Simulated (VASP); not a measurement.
# Settings for AgBr: ionisation energy of a molecule

AgBr, molecule in box, 2 atoms in the cell. LDA; PAW potentials Br, Ag (LDA set). VASP 6.6.1.

Wanted: vertical ionisation energy within 0.03 eV.

Starting geometry: molecule relaxed first with the same functional.

POSCAR of the starting run:
```
AgBr
1.0
   11.9900000000      0.0000000000      0.0000000000
    0.0000000000     11.9900000000      0.0000000000
    0.0000000000      0.0000000000     11.9900000000
Br Ag
1 1
Direct
    0.5831728754      0.4705085485      0.5419577179
    0.4168271246      0.5294914515      0.4580422821
```

The series start from vacuum between images (Å): 10; correction: IDIPOL 4 with LDIPOL; Cutoff ENCUT (eV): 320; SCF threshold EDIFF (eV): 1e-6; PREC: Accurate; LREAL: .FALSE.; ALGO: Normal; program: vasp_gam; NCORE: 1. Each series keeps the choices made before it, and each single choice may use up half of a tolerance. Times cover all steps of a run.

## Vacuum between images (Å)

| Vacuum between images (Å) | Vertical ionisation energy (eV) | Time (s) |
|---|---|---|
| 4 | 9.705 | 3.8 |
| 6 | 9.892 | 7.4 |
| 8 | 9.912 | 12 |
| 10 | 9.914 | 25 |
| 13 | 9.915 | 51 |
| 16 (reference) | 9.915 | 97 |

Chosen: 8, the loosest value from which every tighter one stays within half of the tolerance.

## Correction

| Correction | Vertical ionisation energy (eV) | Time (s) |
|---|---|---|
| IDIPOL 4 with LDIPOL | 9.912 | 12 |
| IDIPOL 4 alone | 9.913 | 12 |
| LMONO | 9.658 | 11 |
| kernel truncation, coarsened | 9.913 | 16 |
| kernel truncation, full padding | 9.913 | 135 |

Chosen: IDIPOL 4 with LDIPOL; no other choice that stays within half of the tolerance saves 30 % of the time.

## Cutoff ENCUT (eV)

| Cutoff ENCUT (eV) | Vertical ionisation energy (eV) | Time (s) |
|---|---|---|
| 200 | 9.928 | 6.6 |
| 250 | 9.913 | 9.1 |
| 290 | 9.912 | 12 |
| 320 | 9.912 | 12 |
| 380 | 9.912 | 14 |
| 450 (reference) | 9.912 | 17 |

Chosen: 250.

## SCF threshold EDIFF (eV)

| SCF threshold EDIFF (eV) | Vertical ionisation energy (eV) | Time (s) |
|---|---|---|
| 0.001 | 9.899 | 5.8 |
| 0.0001 | 9.892 | 5.9 |
| 1e-5 | 9.913 | 8.7 |
| 1e-6 | 9.913 | 9.1 |
| 1e-7 (reference) | 9.913 | 11 |

Chosen: 1e-5.

## PREC

| PREC | Vertical ionisation energy (eV) | Time (s) |
|---|---|---|
| Accurate | 9.913 | 8.7 |
| Normal | 9.912 | 5.3 |

Chosen: Accurate; Normal would be accurate enough too and is faster here.

## LREAL

| LREAL | Vertical ionisation energy (eV) | Time (s) |
|---|---|---|
| .FALSE. | 9.913 | 8.7 |
| Auto | 9.913 | 9.2 |

Chosen: .FALSE..

## ALGO

| ALGO | Vertical ionisation energy (eV) | Time (s) |
|---|---|---|
| Normal | 9.913 | 8.7 |
| Fast | 9.913 | 10 |
| All | 9.913 | 6.3 |

Chosen: Normal.

## Program

| Program | Vertical ionisation energy (eV) | Time (s) |
|---|---|---|
| vasp_gam | 9.913 | 8.7 |
| vasp_std | 9.913 | 10 |

Chosen: vasp_gam.

## NCORE

| NCORE | Vertical ionisation energy (eV) | Time (s) |
|---|---|---|
| 1 | 9.913 | 8.7 |
| 2 | 9.913 | 8.3 |
| 4 | 9.913 | 8.0 |

Chosen: 1.

## All choices together

| Input | Vertical ionisation energy (eV) | Time (s) |
|---|---|---|
| no correction for the charge (naive) | 8.063 | 26 |
| chosen settings | 9.913 | 8.7 |
| reference settings throughout | 9.914 | 178 |

The tolerance is met.

## The input

INCAR.step1:
```
SYSTEM = AgBr
PREC = Accurate ; ENCUT = 250
EDIFF = 1E-5 ; ISMEAR = 0
SIGMA = 0.01 ; LREAL = .False.
LASPH = .True. ; ALGO = Normal
NELM = 120 ; LWAVE = .False.
LCHARG = .False. ; GGA = CA
ISYM = 0 ; IDIPOL = 4
DIPOL = 0.5 0.5 0.5 ; LDIPOL = .True.
```

INCAR.step2, as INCAR.step1 but for:
```
- NELM = 120
+ NELM = 200
+ ISPIN = 2
+ MAGMOM = 0.50 0.50
+ NUPDOWN = 1
+ NELECT = 17.0
```

KPOINTS:
```
Automatic mesh
0
Gamma
  1 1 1
  0 0 0
```

POSCAR:
```
AgBr
1.0
    9.9900000000      0.0000000000      0.0000000000
    0.0000000000      9.9900000000      0.0000000000
    0.0000000000      0.0000000000      9.9900000000
Br Ag
1 1
Direct
    0.5998241017      0.4646043540      0.5503576615
    0.4001758983      0.5353956460      0.4496423385
```

Commands (each step's output is kept before the next begins):
```
cat potpaw_LDA.64/Br/POTCAR potpaw_LDA.64/Ag/POTCAR > POTCAR
cp INCAR.step1 INCAR
mpirun -np 4 vasp_gam > vasp.out
rm WAVECAR CHG
cp INCAR.step2 INCAR
mpirun -np 4 vasp_gam > vasp.out
```

The chosen input took VASP 6.6.1 8.7 s on 4 cores (Intel Xeon 6975P-C (Granite Rapids)), a shared host.

## An input that fails: electron added where one should be taken

It runs to its end, but against the unchanged starting input it is off by 11.585 eV in the vertical ionisation energy.

Changes against the starting input:
```
(step 2)
- NELECT = 17.0
+ NELECT = 19.0
```
